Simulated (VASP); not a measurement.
# MoS2 in VASP: a series of runs

The runs below take MoS2 through relaxation of cell and atoms, with PBE, LDA.

Everything below comes from runs of VASP 6.6.1. Logs are shortened: lines on timing, memory, paths and dates and some standing lists are left out, and cuts for length are marked.

### 1 The slab as given

The cell holds a slab with vacuum, 3 atoms: a = 3.183 Å, b = 3.183 Å, c = 21.130 Å, α = 90.00°, β = 90.00°, γ = 120.00°.

### 2 Relaxation of cell and atoms, PBE

INCAR

```
SYSTEM = MoS2
PREC     = Accurate       ! precision mode
ENCUT    = 600            ! plane-wave cutoff, eV
EDIFF    = 1E-7           ! SCF threshold, eV
ISMEAR   = 0              ! smearing method
SIGMA    = 0.03           ! smearing width, eV
LREAL    = .False.        ! projectors in reciprocal space
LASPH    = .True.         ! aspherical terms in the spheres
NELM     = 80             ! most SCF steps
ALGO     = Normal         ! electronic algorithm
ISIF     = 3              ! what is computed and relaxed
LWAVE    = .False.        ! write WAVECAR
LCHARG   = .False.        ! write CHGCAR
GGA      = PE             ! functional
IBRION   = 2              ! ionic algorithm
NSW      = 90             ! ionic steps
EDIFFG   = -0.005         ! ionic threshold
LATTICE_CONSTRAINTS= .TRUE. .TRUE. .FALSE.
KPAR     = 2
```

KPOINTS

```
regular mesh
0
Gamma
  12 12 1
  0 0 0
```

POSCAR

```
MoS2                                    
1.0
    3.1833001988      0.0000000000      0.0000000000
   -1.5916500994      2.7568188354      0.0000000000
    0.0000000000      0.0000000000     21.1302960000
  S               Mo            
     2     1
Direct
     0.3333333300000021    0.6666666699999979    0.4260626290505369
     0.3333333300000021    0.6666666699999979    0.5739373709494632
     0.6666666699999979    0.3333333300000021    0.5000000000000000
```

Potentials or basis: VASP PAW PBE potentials, release 64 (S, Mo_sv).

Command:

```
> cat potpaw_PBE.64/S/POTCAR potpaw_PBE.64/Mo_sv/POTCAR > POTCAR
> mpirun -np 2 vasp_std > vasp.out
```

OUTCAR:

```text
SYSTEM = MoS2
   PREC = Accurate
   ENCUT = 600
   EDIFF = 1E-7
   ISMEAR = 0
   LREAL = .False.
   LASPH = .True.
   NELM = 80
   ISIF = 3
   GGA = PE
   IBRION = 2
   NSW = 90
   EDIFFG = -0.005

 ion  position               nearest neighbor table
   1  0.333  0.667  0.426-   3 2.41   3 2.41   3 2.41
   2  0.333  0.667  0.574-   3 2.41   3 2.41   3 2.41
   3  0.667  0.333  0.500-   1 2.41   2 2.41   1 2.41   2 2.41   1 2.41   2 2.41

  LATTYP: Found a hexagonal cell.
 ALAT       =     3.1833001988
 C/A-ratio  =     6.6378584112

  Lattice vectors:

 A1 = (   3.1833001988,   0.0000000000,   0.0000000000)
 A2 = (  -1.5916500994,   2.7568188354,   0.0000000000)
 A3 = (   0.0000000000,   0.0000000000,  21.1302960000)

Analysis of symmetry for initial positions (statically):
=====================================================================
 Subroutine PRICEL returns:
 Original cell was already a primitive cell.

 Routine SETGRP: Setting up the symmetry group for a
 hexagonal supercell.

 Subroutine GETGRP returns: Found 12 space group operations
 (whereof 12 operations were pure point group operations)
 out of a pool of 24 trial point group operations.

The static configuration has the point symmetry D_3h.

Analysis of symmetry for dynamics (positions and initial velocities):
=====================================================================
 Subroutine PRICEL returns:
 Original cell was already a primitive cell.

 Routine SETGRP: Setting up the symmetry group for a
 hexagonal supercell.

 Subroutine GETGRP returns: Found 12 space group operations
 (whereof 12 operations were pure point group operations)
 out of a pool of 24 trial point group operations.

The dynamic configuration has the point symmetry D_3h.

 Subroutine INISYM returns: Found 12 space group operations
 (whereof 12 operations are pure point group operations),
 and found     1 'primitive' translations

----------------------------------------------------------------------------------------

                                     Primitive cell

  volume of cell :     185.4349

  direct lattice vectors                    reciprocal lattice vectors
     3.183300199  0.000000000  0.000000000     0.314139395  0.181368465  0.000000000
    -1.591650099  2.756818835  0.000000000     0.000000000  0.362736930  0.000000000
     0.000000000  0.000000000 21.130296000     0.000000000  0.000000000  0.047325414

  length of vectors
     3.183300199  3.183300195 21.130296000     0.362736929  0.362736930  0.047325414

  position of ions in fractional coordinates (direct lattice)
     0.333333330  0.666666670  0.426062629
     0.333333330  0.666666670  0.573937371
     0.666666670  0.333333330  0.500000000

  ion indices of the primitive-cell ions
   primitive index   ion index
                 1           1
                 2           2
                 3           3

----------------------------------------------------------------------------------------

 KPOINTS: regular mesh

Automatic generation of k-mesh.
 Grid dimensions read from file:
 generate k-points for:   12   12    1

 Generating k-lattice:

  Cartesian coordinates                     Fractional coordinates (reciprocal lattice)
     0.026178283  0.015114039  0.000000000     0.083333333  0.000000000  0.000000000
     0.000000000  0.030228077  0.000000000     0.000000000  0.083333333  0.000000000
     0.000000000  0.000000000  0.047325414     0.000000000  0.000000000  1.000000000

  Length of vectors
     0.030228077  0.030228077  0.047325414

  Shift w.r.t. Gamma in fractional coordinates (k-lattice)
     0.000000000  0.000000000  0.000000000

 Subroutine IBZKPT returns following result:
 ===========================================

 Found     19 irreducible k-points:

 Following reciprocal coordinates:
            Coordinates               Weight
  0.000000  0.000000  0.000000      1.000000
  0.083333 -0.000000  0.000000      6.000000
  0.166667 -0.000000  0.000000      6.000000
  0.250000 -0.000000  0.000000      6.000000
  0.333333 -0.000000  0.000000      6.000000
  0.416667 -0.000000  0.000000      6.000000
[... 11 lines left out ...]
  0.333333  0.250000  0.000000     12.000000
  0.333333  0.333333  0.000000      2.000000
   k-points           NKPTS =     19   k-points in BZ     NKDIM =     19   number of bands    NBANDS=     17
   number of dos      NEDOS =    301   number of ions     NIONS =      3
   total plane-waves  NPLWV = 141120
   dimension x,y,z NGX =    28 NGY =   28 NGZ =  180
   dimension x,y,z NGXF=    56 NGYF=   56 NGZF=  360
   ions per type =               2   1
   NGX,Y,Z   is equivalent  to a cutoff of  14.62, 14.62, 14.16 a.u.
   NGXF,Y,Z  is equivalent  to a cutoff of  29.25, 29.25, 28.32 a.u.
 SYSTEM =  MoS2
   PREC   = accura    normal or accurate (medium, high low for compatibility)
   ISTART =      0    job   : 0-new  1-cont  2-samecut
   ICHARG =      2    charge: 1-file 2-atom 10-const
   ISPIN  =      1    spin polarized calculation?
   LNONCOLLINEAR =      F non collinear calculations
   LSORBIT =      F    spin-orbit coupling
   LASPH  =      T    aspherical Exc in radial PAW
   ENCUT  =  600.0 eV  44.10 Ry    6.64 a.u.   6.36  6.36 42.20*2*pi/ulx,y,z
   NELM   =     80;   NELMIN=  2; NELMDL= -5     # of ELM steps
   EDIFF  = 0.1E-06   stopping-criterion for ELM
   LREAL  =      F    real-space projection
   EDIFFG = -.5E-02   stopping-criterion for IOM
   NSW    =     90    number of steps for IOM
   IBRION =      2    ionic relax: 0-MD 1-quasi-New 2-CG
   NFREE  =      1    steps in history (QN), initial steepest desc. (CG)
   ISIF   =      3    stress and relaxation
   ISYM   =      2    0-nonsym 1-usesym 2-fastsym
   POTIM  = 0.5000    time-step for ionic-motion
   TEBEG  =    0.0;   TEEND  =   0.0 temperature during run
   PSTRESS=    0.0 pullay stress
   NELECT =      26.0000    total number of electrons
   NUPDOWN=      -1.0000    fix difference up-down
   EMIN   =  10.00;   EMAX   =-10.00  energy-range for DOS
   EFERMI =   0.00;   METHOD = LEGACY
   ISMEAR =     0;   SIGMA  =   0.03  broadening in eV -4-tet -1-fermi 0-gaus
   EFERMI_NEDOS =   21; number of points for ismear=-14 and -15
   IALGO  =     38    algorithm
   IMIX   =      4    mixing-type and parameters
     AMIX     =   0.40;   BMIX     =  1.00
     AMIX_MAG =   1.60;   BMIX_MAG =  1.00
  volume/ion in A,a.u.               =      61.81       417.13
  Fermi-wavevector in a.u.,A,eV,Ry     =   0.850489  1.607192  9.841528  0.723332
  Thomas-Fermi vector in A             =   1.966474
   LORBIT       =      0    0 simple, 1 ext, 2 COOP (PROOUT), +10 PAW based schemes
   GGA     = PE    functional components
   LHFCALC =     F    Hartree Fock is set to
   AEXX    =    0.0000 exact exchange contribution
   IVDW    =     0    specifies the selected vdW correction
   LEPSILON=     F    determine dielectric tensor
   LRPA    =     F    only Hartree local field effects (RPA)
 conjugate gradient relaxation of ions
 non-spin polarized calculation
 Gauss-broadening in eV      SIGMA  =   0.03
  energy-cutoff  :      600.00
  volume of cell :      185.43
 maximum number of plane-waves:      6225
 NGX is ok and might be reduce to    28
   NGX = 13   NGY = 13   NGZ = 85

--------------------------------------- Ionic step        1  -------------------------------------------

 number of electron      26.0000000 magnetization

 Free energy of the ion-electron system (eV)
  ---------------------------------------------------
  ext. energy  EPLUGINS =         0.00000000
  ---------------------------------------------------
  free energy    TOTEN  =       -21.85349034 eV

  energy without entropy =      -21.85349034  energy(sigma->0) =      -21.85349034

------------------------ aborting loop because EDIFF is reached ----------------------------------------

  FORCE on cell =-STRESS in cart. coord.  units (eV):
  Direction    XX          YY          ZZ          XY          YZ          ZX
  --------------------------------------------------------------------------------------
  -------------------------------------------------------------------------------------
  Total        0.0183692      0.0183692     -0.0111559      0.0000000      0.0000000      0.0000000
  in kB        0.1587120      0.1587120     -0.0963881      0.0000000      0.0000000      0.0000000
  external PRESSURE =       0.0736787 kB  Pullay stress =       0.0000000 kB

 VOLUME and BASIS-vectors are now :
 -----------------------------------------------------------------------------
  energy-cutoff  :      600.00
  volume of cell :      185.43
      direct lattice vectors                 reciprocal lattice vectors
     3.183300199  0.000000000  0.000000000     0.314139395  0.181368465  0.000000000
    -1.591650099  2.756818835  0.000000000     0.000000000  0.362736930  0.000000000
     0.000000000  0.000000000 21.130296000     0.000000000  0.000000000  0.047325414
[... 38 lines left out ...]
 POSITION                                       TOTAL-FORCE (eV/Angst)
 -----------------------------------------------------------------------------------
     -0.00000      1.83842      9.00269        -0.000000      0.000000      0.005333
     -0.00000      1.83842     12.12761        -0.000000      0.000000     -0.005333
      1.59212      0.91921     10.56515         0.000000     -0.000000      0.000000
 -----------------------------------------------------------------------------------
    total drift:                               -0.000013      0.000008      0.000000

  FREE ENERGIE OF THE ION-ELECTRON SYSTEM (eV)
  ---------------------------------------------------
  free  energy   TOTEN  =       -21.8534894472 eV

  energy  without entropy=      -21.8534894472  energy(sigma->0) =      -21.85348945

--------------------------------------- Ionic step        3  -------------------------------------------

 number of electron      26.0000000 magnetization

 Free energy of the ion-electron system (eV)
  ---------------------------------------------------
  ext. energy  EPLUGINS =         0.00000000
  ---------------------------------------------------
  free energy    TOTEN  =       -21.85349290 eV

  energy without entropy =      -21.85349290  energy(sigma->0) =      -21.85349290

 E-fermi :  -1.9708     XC(G=0):  -3.6103

 val. band max:       -2.2386223997   @ k =   0.0000   0.0000   0.0000
 cond. band min:      -0.5675056524   @ k =   0.3333   0.3333   0.0000
 fundamental gap:      1.6711167473
 Fermi energy:        -1.9708405159

 k-point     1 :       0.0000    0.0000    0.0000
  band No.  band energies     occupation
      1     -63.1030      2.00000
      2     -37.2421      2.00000
      3     -37.0390      2.00000
      4     -37.0390      2.00000
      5     -16.3034      2.00000
      6     -15.0046      2.00000
[... 9 lines left out ...]
     16       0.7718      0.00000
     17       0.7718      0.00000
[... 380 lines left out ...]
 POSITION                                       TOTAL-FORCE (eV/Angst)
 -----------------------------------------------------------------------------------
     -0.00000      1.83812      9.00277         0.000000     -0.000000      0.000772
     -0.00000      1.83812     12.12753         0.000000     -0.000000     -0.000772
      1.59186      0.91906     10.56515        -0.000000      0.000000     -0.000000
 -----------------------------------------------------------------------------------
    total drift:                               -0.000013      0.000008      0.000000

  FREE ENERGIE OF THE ION-ELECTRON SYSTEM (eV)
  ---------------------------------------------------
  free  energy   TOTEN  =       -21.8534928972 eV

  energy  without entropy=      -21.8534928972  energy(sigma->0) =      -21.85349290

 reached required accuracy - stopping structural energy minimisation
```

Run time: 87 s. Hardware: 2 MPI ranks of AMD EPYC 9R45 (Zen 5), shared host; peak memory 0.4 GiB.

What came out:

```
Free energy                            : -21.8535 eV
Relaxed volume                         : 61.83 Å³/atom
Relaxed cell                           : a = 3.184 Å, b = 3.184 Å, c = 21.130 Å, α = 90.00°, β = 90.00°, γ = 120.00°
Space group after relaxing (to 0.05 Å) : P-6m2 (No. 187)
Energy gained by relaxing              : 0.0 meV/atom
Ionic steps                            : 3
Band gap on the k mesh                 : 1.67 eV, indirect (least direct gap 1.68 eV)
```

Final structure:
```
S Mo
1.0
     3.18371    0.00000    0.00000
    -1.59186    2.75718    0.00000
     0.00000    0.00000   21.13030
S Mo
2 1
Direct
  0.33333 0.66667 0.42606
  0.33333 0.66667 0.57394
  0.66667 0.33333 0.50000
```

Levels at points of the mesh, in eV from the valence-band top:
```
           k point  band 11  band 12  band 13  band 14  band 15  band 16
(0.00, 0.00, 0.00)    -1.50    -1.50     0.00     2.76     2.76     3.01
(0.50, 0.00, 0.00)    -1.87    -0.97    -0.62     2.25     2.76     3.88
```

### 3 Relaxation of cell and atoms, LDA

This run uses another cell than the first one, of 61.26 Å³/atom, 0.991 times its volume.

INCAR

```
ALGO = Normal
EDIFF = 1E-6
EDIFFG = -0.01
ENCUT = 600
IBRION = 2
ISIF = 3
ISMEAR = 0
KPAR = 2
LASPH = True
LATTICE_CONSTRAINTS = .TRUE. .TRUE. .FALSE.
LCHARG = False
LREAL = False
LWAVE = False
NELM = 80
NSW = 90
PREC = Accurate
SIGMA = 0.03
```

KPOINTS

```
k-points
0
Gamma
  12 12 1
```

POSCAR

```
MoS2
1.0
    3.1690000000      0.0000000000      0.0000000000
   -1.5845000000      2.7444345000      0.0000000000
    0.0000000000      0.0000000000     21.1302960000
S Mo
2 1
Direct
    0.3333333300      0.6666666700      0.4259287200
    0.3333333300      0.6666666700      0.5740712800
    0.6666666700      0.3333333300      0.5000000000
```

Potentials or basis: VASP PAW LDA potentials, release 64 (S, Mo_sv).

Command:

```
> cat potpaw_LDA.64/S/POTCAR potpaw_LDA.64/Mo_sv/POTCAR > POTCAR
> mpirun -np 2 vasp_std > vasp.out
```

Run time: 2.9 min. Hardware: 2 MPI ranks of AMD EPYC 7R43 (Zen 3), shared host; peak memory 0.31 GiB.

The run converged. Its results:

| Item | Value |
| --- | --- |
| Free energy | -24.3680 eV |
| Relaxed volume | 59.45 Å³/atom |
| Relaxed cell | a = 3.122 Å, b = 3.122 Å, c = 21.130 Å, α = 90.00°, β = 90.00°, γ = 120.00° |
| Space group after relaxing (to 0.05 Å) | P-6m2 (No. 187) |
| Energy gained by relaxing | 12.4 meV/atom |
| Ionic steps | 3 |
| Band gap on the k mesh | 1.86 eV, direct |

Step by step:
| step | energy change (eV) | largest force (eV/Å) | pressure (GPa) | volume (Å³) |
| --- | --- | --- | --- | --- |
| 1 | 0.0000 | 0.5411 | -1.65 | 183.77 |
| 2 | 0.0148 | 0.7060 | 2.21 | 172.23 |
| 3 | -0.0372 | 0.0011 | -0.02 | 178.35 |

Final structure:
```xyz
3
Lattice="3.1219 0.0000 0.0000 -1.5609 2.7036 0.0000 0.0000 0.0000 21.1303" Properties=species:S:1:pos:R:3 pbc="T T T"
S     0.0000    1.8024    9.0122
S     0.0000    1.8024   12.1181
Mo    1.5609    0.9012   10.5651
```

Levels at points of the mesh, in eV from the valence-band top:
```tsv
k point	band 9	band 10	band 11	band 12	band 13	band 14	band 15	band 16	band 17
(0.00, 0.00, 0.00)	-2.63	-1.88	-1.45	-1.45	-0.10	2.96	2.96	3.25	3.25
(0.50, 0.00, 0.00)	-4.19	-3.22	-1.92	-0.83	-0.63	2.47	2.98	3.99	4.57
```

[end of part 1 of 2]
